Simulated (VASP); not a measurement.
# Co (P6_3/mmc) in VASP: a series of runs

Runs on Co. Level: LDA. Tasks: single point.

Everything below comes from runs of VASP 6.6.1. Logs are shortened: lines on timing, memory, paths and dates and some standing lists are left out, and cuts for length are marked.

## (1) The undisturbed crystal

Symmetry: P6_3/mmc, No. 194, hexagonal system. The conventional cell has a = 2.472 Å, b = 2.472 Å, c = 4.021 Å, α = 90.00°, β = 90.00°, γ = 120.00°. Co (site symmetry -6m2) is surrounded by 12 Co at 2.47 Å.

## (2) Single point, LDA, collinear spin, ferromagnetic start (grid = ENCUT=400 dk=0.35 cell=2x2x2 ISMEAR=1 SIGMA=0.1 LREAL=Auto EDIFF=1e-06)

INCAR reads:

```
SYSTEM = Co
PREC     = Accurate       ! precision mode
ENCUT    = 400            ! plane-wave cutoff, eV
EDIFF    = 1E-6           ! SCF threshold, eV
ISMEAR   = 1              ! smearing method
SIGMA    = 0.1            ! smearing width, eV
LREAL    = Auto         
LASPH    = .True.         ! aspherical terms in the spheres
NELM     = 120            ! most SCF steps
ALGO     = Fast           ! electronic algorithm
ISIF     = 2              ! what is computed and relaxed
LWAVE    = .False.        ! write WAVECAR
LCHARG   = .False.        ! write CHGCAR
ISPIN    = 2              ! spin polarisation
MAGMOM   = 2 2 2 2 2 2 2 2 2 2 2 2 2 2 2 ! initial moments
LORBIT   = 11             ! projections on sites
LMAXMIX  = 4              ! l up to which the mixer works
GGA      = CA             ! functional
NBANDS   = 82             ! bands
```

KPOINTS reads:

```
Automatic mesh
0
Gamma
  5 5 3
  0 0 0
```

POSCAR reads:

```
Co
1.0
    4.9439998064      0.0000000000      0.0000000000
   -2.4719999032      4.2816294286      0.0000000000
    0.0000000000      0.0000000000      8.0422881600
Co
15
Direct
    0.3333333334      0.1666666666      0.8750000000
    0.3333333334      0.6666666666      0.3750000000
    0.3333333334      0.6666666666      0.8750000000
    0.8333333333      0.1666666666      0.3750000000
    0.8333333333      0.1666666666      0.8750000000
    0.8333333333      0.6666666666      0.3750000000
    0.8333333333      0.6666666666      0.8750000000
    0.1666666666      0.3333333334      0.1250000000
    0.1666666666      0.3333333334      0.6250000000
    0.1666666666      0.8333333333      0.1250000000
    0.1666666666      0.8333333333      0.6250000000
    0.6666666666      0.3333333334      0.1250000000
    0.6666666666      0.3333333334      0.6250000000
    0.6666666666      0.8333333333      0.1250000000
    0.6666666666      0.8333333333      0.6250000000
```

Potentials or basis: VASP PAW LDA potentials, release 64 (Co).

Launch:

```
$ cat potpaw_LDA.64/Co/POTCAR > POTCAR
$ mpirun -np 1 vasp_std > vasp.out
```

OUTCAR:

```text
SYSTEM = Co
   PREC = Accurate
   ENCUT = 400
   EDIFF = 1E-6
   ISMEAR = 1
   LREAL = Auto
   LASPH = .True.
   NELM = 120
   ISIF = 2
   ISPIN = 2
   LORBIT = 11
   GGA = CA

 Found     10 irreducible k-points:

 Following reciprocal coordinates:
            Coordinates               Weight
  0.000000  0.000000  0.000000      1.000000
  0.200000  0.000000  0.000000      6.000000
  0.400000  0.000000  0.000000      6.000000
  0.200000  0.200000  0.000000      6.000000
  0.400000  0.200000  0.000000      6.000000
  0.000000  0.000000  0.333333      2.000000
   k-points           NKPTS =     10   k-points in BZ     NKDIM =     10   number of bands    NBANDS=     82
   number of dos      NEDOS =    301   number of ions     NIONS =     15
   total plane-waves  NPLWV =  55296
   dimension x,y,z NGX =    32 NGY =   32 NGZ =   54
   dimension x,y,z NGXF=    64 NGYF=   64 NGZF=  108
   ions per type =              15
   NGX,Y,Z   is equivalent  to a cutoff of  10.76, 10.76, 11.16 a.u.
   NGXF,Y,Z  is equivalent  to a cutoff of  21.52, 21.52, 22.33 a.u.
 SYSTEM =  Co
   PREC   = accura    normal or accurate (medium, high low for compatibility)
   ISTART =      0    job   : 0-new  1-cont  2-samecut
   ICHARG =      2    charge: 1-file 2-atom 10-const
   ISPIN  =      2    spin polarized calculation?
   LNONCOLLINEAR =      F non collinear calculations
   LSORBIT =      F    spin-orbit coupling
   LASPH  =      T    aspherical Exc in radial PAW
   ENCUT  =  400.0 eV  29.40 Ry    5.42 a.u.   8.06  8.06 13.11*2*pi/ulx,y,z
   NELM   =    120;   NELMIN=  2; NELMDL= -5     # of ELM steps
   EDIFF  = 0.1E-05   stopping-criterion for ELM
   LREAL  =      T    real-space projection
   EDIFFG = 0.1E-04   stopping-criterion for IOM
   NSW    =      0    number of steps for IOM
   IBRION =     -1    ionic relax: 0-MD 1-quasi-New 2-CG
   NFREE  =      0    steps in history (QN), initial steepest desc. (CG)
   ISIF   =      2    stress and relaxation
   ISYM   =      2    0-nonsym 1-usesym 2-fastsym
   POTIM  = 0.5000    time-step for ionic-motion
   TEBEG  =    0.0;   TEEND  =   0.0 temperature during run
   PSTRESS=    0.0 pullay stress
   NELECT =     135.0000    total number of electrons
   NUPDOWN=      -1.0000    fix difference up-down
   EMIN   =  10.00;   EMAX   =-10.00  energy-range for DOS
   EFERMI =   0.00;   METHOD = LEGACY
   ISMEAR =     1;   SIGMA  =   0.10  broadening in eV -4-tet -1-fermi 0-gaus
   EFERMI_NEDOS =   21; number of points for ismear=-14 and -15
   IALGO  =     68    algorithm
   IMIX   =      4    mixing-type and parameters
     AMIX     =   0.40;   BMIX     =  1.00
[... 537 lines left out ...]
      1       0.7213      1.00000
      2       2.9154      1.00000
      3       3.2542      1.00000
      4       5.2214      1.00000
      5       5.2767      1.00000
      6       5.3274      1.00000
[... 481 lines left out ...]
     78      10.6170     -0.00000
     79      10.7036     -0.00000

 [... further k-points ...]

 [bands above 79 left out]

------------------------ aborting loop because EDIFF is reached ----------------------------------------

  FORCE on cell =-STRESS in cart. coord.  units (eV):
  Direction    XX          YY          ZZ          XY          YZ          ZX
  --------------------------------------------------------------------------------------
  -------------------------------------------------------------------------------------
  Total      -17.2335599    -17.2335599    -20.9149462      0.0000000      0.0000000     -0.0000000
  in kB     -162.1878918   -162.1878918   -196.8340292      0.0000000      0.0000000     -0.0000000
  external PRESSURE =    -173.7366043 kB  Pullay stress =       0.0000000 kB

 VOLUME and BASIS-vectors are now :
 -----------------------------------------------------------------------------
  energy-cutoff  :      400.00
  volume of cell :      170.24
      direct lattice vectors                 reciprocal lattice vectors
     4.943999806  0.000000000  0.000000000     0.202265380  0.116777972  0.000000000
    -2.471999903  4.281629429  0.000000000     0.000000000  0.233555943  0.000000000
     0.000000000  0.000000000  8.042288160     0.000000000  0.000000000  0.124342722

 POSITION                                       TOTAL-FORCE (eV/Angst)
 -----------------------------------------------------------------------------------
      1.23600      0.71360      7.03700        -0.000000      0.000000      0.000000
      0.00000      2.85442      3.01586        -0.221164     -0.127689      0.000000
      0.00000      2.85442      7.03700        -0.097757     -0.056440      0.000000
      3.70800      0.71360      3.01586         0.000000      0.255378     -0.000000
      3.70800      0.71360      7.03700        -0.000000      0.112881     -0.000000
      2.47200      2.85442      3.01586         0.221164     -0.127689      0.000000
      2.47200      2.85442      7.03700         0.097757     -0.056440     -0.000000
     -0.00000      1.42721      1.00529         0.128708     -0.074310      0.007142
     -0.00000      1.42721      5.02643         0.128708     -0.074310     -0.007142
     -1.23600      3.56802      1.00529        -0.000000      0.148619      0.007142
     -1.23600      3.56802      5.02643        -0.000000      0.148619     -0.007142
      2.47200      1.42721      1.00529        -0.128708     -0.074310      0.007142
      2.47200      1.42721      5.02643        -0.128708     -0.074310     -0.007142
      1.23600      3.56802      1.00529        -0.000000      0.000000      0.093461
      1.23600      3.56802      5.02643        -0.000000      0.000000     -0.093461
 -----------------------------------------------------------------------------------
    total drift:                               -0.000000      0.000000     -0.000000

  FREE ENERGIE OF THE ION-ELECTRON SYSTEM (eV)
  ---------------------------------------------------
  free  energy   TOTEN  =      -118.8327880721 eV

  energy  without entropy=     -118.8254834758  energy(sigma->0) =     -118.83035321

 total charge

# of ion       s       p       d       tot
------------------------------------------
    1        0.496   0.528   7.301   8.325
    2        0.490   0.461   7.248   8.199
    3        0.496   0.531   7.286   8.313
    4        0.490   0.461   7.248   8.199
    5        0.496   0.531   7.286   8.313
    6        0.490   0.461   7.248   8.199
    7        0.496   0.531   7.286   8.313
    8        0.493   0.494   7.271   8.257
    9        0.493   0.494   7.271   8.257
   10        0.493   0.494   7.271   8.257
   11        0.493   0.494   7.271   8.257
   12        0.493   0.494   7.271   8.257
   13        0.493   0.494   7.271   8.257
   14        0.504   0.538   7.291   8.333
   15        0.504   0.538   7.291   8.333
--------------------------------------------------
tot          7.416   7.542 109.110 124.068

 magnetization (x)

# of ion       s       p       d       tot
------------------------------------------
    1       -0.012  -0.033   1.553   1.507
    2       -0.010  -0.026   1.723   1.688
    3       -0.012  -0.034   1.638   1.592
    4       -0.010  -0.026   1.723   1.688
    5       -0.012  -0.034   1.638   1.592
    6       -0.010  -0.026   1.723   1.688
    7       -0.012  -0.034   1.638   1.592
    8       -0.011  -0.028   1.653   1.615
    9       -0.011  -0.028   1.653   1.615
   10       -0.011  -0.028   1.653   1.615
   11       -0.011  -0.028   1.653   1.615
   12       -0.011  -0.028   1.653   1.615
   13       -0.011  -0.028   1.653   1.615
   14       -0.012  -0.039   1.522   1.472
   15       -0.012  -0.039   1.522   1.472
--------------------------------------------------
tot         -0.162  -0.460  24.600  23.977
```

OSZICAR:

```text
N       E                     dE             d eps       ncg     rms          rms(c)
DAV:   1     0.100763451339E+04    0.10076E+04   -0.48464E+04  3280   0.186E+03
DAV:   2    -0.198422243953E+02   -0.10275E+04   -0.99724E+03  3280   0.415E+02
[... 16 lines left out ...]
RMM:  19    -0.118832920875E+03   -0.94287E-03   -0.36053E-03  4510   0.193E-01    0.305E-01
RMM:  20    -0.118832793370E+03    0.12750E-03   -0.10170E-03  3674   0.159E-01    0.180E-01
RMM:  21    -0.118832759002E+03    0.34368E-04   -0.56420E-04  3976   0.940E-02    0.813E-02
RMM:  22    -0.118832787395E+03   -0.28393E-04   -0.20862E-04  4456   0.491E-02    0.456E-02
RMM:  23    -0.118832788201E+03   -0.80625E-06   -0.65899E-05  4345   0.278E-02    0.259E-02
RMM:  24    -0.118832788429E+03   -0.22807E-06   -0.21283E-05  4011   0.160E-02    0.145E-02
RMM:  25    -0.118832788072E+03    0.35730E-06   -0.60502E-06  2821   0.877E-03
   1 F= -.11883279E+03 E0= -.11883035E+03  d E =-.730460E-02  mag=    23.9828
```

Run time: 7.2 min. Hardware: 1 thread of Intel Xeon Platinum 8559C (Emerald Rapids), shared host; peak memory 0.28 GiB.

The run converged, but some of its settings lie outside the range that counts as converged, so its numbers aren't taken as properties of the crystal.

What came out:

* Free energy: -118.8328 eV
* Pressure: -17.4 GPa
* Largest force: 0.255 eV/Å
* Band gap on the k mesh: none (metal or under the smearing width)
* Net moment: 23.98 μB per cell
* Site moments: Co +1.51, +1.69, +1.59, +1.61, +1.47 μB
* Valence electrons inside the program's atomic spheres: Co 8.32, 8.20, 8.31, 8.26, 8.33

## (3) Single point, LDA, collinear spin, ferromagnetic start (grid = ENCUT=460 dk=0.35 cell=2x2x2 ISMEAR=1 SIGMA=0.1 LREAL=Auto EDIFF=1e-06)

Edit INCAR of step 2 so:

```diff
@@ -2,3 +2,3 @@
 PREC     = Accurate       ! precision mode
-ENCUT    = 400            ! plane-wave cutoff, eV
+ENCUT    = 460            ! plane-wave cutoff, eV
 EDIFF    = 1E-6           ! SCF threshold, eV
```

KPOINTS is that of step 2.

POSCAR is that of step 2.

Potentials or basis: VASP PAW LDA potentials, release 64 (Co).

Launch:

```
$ cat potpaw_LDA.64/Co/POTCAR > POTCAR
$ mpirun -np 1 vasp_std > vasp.out
```

OUTCAR:

```text
SYSTEM = Co
   PREC = Accurate
   ENCUT = 460
   EDIFF = 1E-6
   ISMEAR = 1
   LREAL = Auto
   LASPH = .True.
   NELM = 120
   ISIF = 2
   ISPIN = 2
   LORBIT = 11
   GGA = CA

 Found     10 irreducible k-points:

 Following reciprocal coordinates:
            Coordinates               Weight
  0.000000  0.000000  0.000000      1.000000
  0.200000  0.000000  0.000000      6.000000
  0.400000  0.000000  0.000000      6.000000
  0.200000  0.200000  0.000000      6.000000
  0.400000  0.200000  0.000000      6.000000
  0.000000  0.000000  0.333333      2.000000
   k-points           NKPTS =     10   k-points in BZ     NKDIM =     10   number of bands    NBANDS=     82
   number of dos      NEDOS =    301   number of ions     NIONS =     15
   total plane-waves  NPLWV =  72576
   dimension x,y,z NGX =    36 NGY =   36 NGZ =   56
[... 1105 lines left out ...]
  FREE ENERGIE OF THE ION-ELECTRON SYSTEM (eV)
  ---------------------------------------------------
  free  energy   TOTEN  =      -118.8062346669 eV

  energy  without entropy=     -118.7988442887  energy(sigma->0) =     -118.80377121

 total charge

# of ion       s       p       d       tot
------------------------------------------
    1        0.496   0.528   7.305   8.329
    2        0.490   0.461   7.251   8.201
    3        0.495   0.531   7.289   8.316
    4        0.490   0.461   7.251   8.201
    5        0.495   0.531   7.289   8.316
    6        0.490   0.461   7.251   8.201
    7        0.495   0.531   7.289   8.316
    8        0.492   0.494   7.274   8.260
    9        0.492   0.494   7.274   8.260
   10        0.492   0.494   7.274   8.260
   11        0.492   0.494   7.274   8.260
   12        0.492   0.494   7.274   8.260
   13        0.492   0.494   7.274   8.260
   14        0.503   0.538   7.294   8.336
   15        0.503   0.538   7.294   8.336
--------------------------------------------------
tot          7.412   7.543 109.157 124.112

 magnetization (x)

# of ion       s       p       d       tot
------------------------------------------
    1       -0.012  -0.033   1.552   1.507
    2       -0.010  -0.026   1.723   1.687
    3       -0.012  -0.034   1.638   1.592
    4       -0.010  -0.026   1.723   1.687
    5       -0.012  -0.034   1.638   1.592
    6       -0.010  -0.026   1.723   1.687
    7       -0.012  -0.034   1.638   1.592
    8       -0.011  -0.028   1.653   1.614
    9       -0.011  -0.028   1.653   1.614
   10       -0.011  -0.028   1.653   1.614
   11       -0.011  -0.028   1.653   1.614
   12       -0.011  -0.028   1.653   1.614
   13       -0.011  -0.028   1.653   1.614
   14       -0.012  -0.039   1.522   1.471
   15       -0.012  -0.039   1.522   1.471
--------------------------------------------------
tot         -0.163  -0.460  24.593  23.971
```

OSZICAR:

```text
N       E                     dE             d eps       ncg     rms          rms(c)
DAV:   1     0.107665858972E+04    0.10767E+04   -0.53240E+04  3280   0.205E+03
DAV:   2    -0.109280628998E+02   -0.10876E+04   -0.10575E+04  3280   0.438E+02
DAV:   3    -0.123371395879E+03   -0.11244E+03   -0.97324E+02  3294   0.179E+02
DAV:   4    -0.135202311397E+03   -0.11831E+02   -0.11048E+02  5414   0.433E+01
[... 16 lines left out ...]
RMM:  21    -0.118806227014E+03   -0.95958E-04   -0.56397E-04  4253   0.900E-02    0.773E-02
RMM:  22    -0.118806231426E+03   -0.44127E-05   -0.19065E-04  4338   0.480E-02    0.529E-02
RMM:  23    -0.118806235695E+03   -0.42685E-05   -0.61822E-05  4534   0.246E-02    0.318E-02
RMM:  24    -0.118806234599E+03    0.10953E-05   -0.23591E-05  3932   0.157E-02    0.137E-02
RMM:  25    -0.118806234667E+03   -0.67446E-07   -0.70260E-06  2857   0.910E-03
   1 F= -.11880623E+03 E0= -.11880377E+03  d E =-.739038E-02  mag=    23.9746
```

Wall time 9.3 min (1 thread of Intel Xeon Platinum 8559C (Emerald Rapids), shared host); peak memory 0.31 GiB.

The run converged, but some of its settings lie outside the range that counts as converged, so its numbers aren't taken as properties of the crystal.

What came out:

```yaml
Free_energy: -118.8062 eV
Pressure: -16.9 GPa
Largest_force: 0.255 eV/Å
Band_gap_on_the_k_mesh: none (metal or under the smearing width)
Net_moment: 23.97 μB per cell
Site_moments: Co +1.51, +1.69, +1.59, +1.61, +1.47 μB
Valence_electrons_inside_the_program's_atomic_spheres: Co 8.33, 8.20, 8.32, 8.26, 8.34
```

## (4) For comparison

An earlier run on the cell as given: functional PBE; potentials or basis VASP PAW PBE potentials, release 64 (Co); cutoff 520 eV; k mesh 12 × 12 × 7; occupations fermi-dirac, width 0.05 eV; collinear spin, ferromagnetic start; starting moments [2.0, 2.0] μB.

* Pressure: 3.9 GPa
* Band gap on the k mesh: none (metal or under the smearing width)
* Net moment: 3.19 μB per cell
* Site moments: Co +1.61 μB
* Valence electrons inside the program's atomic spheres: Co 8.31
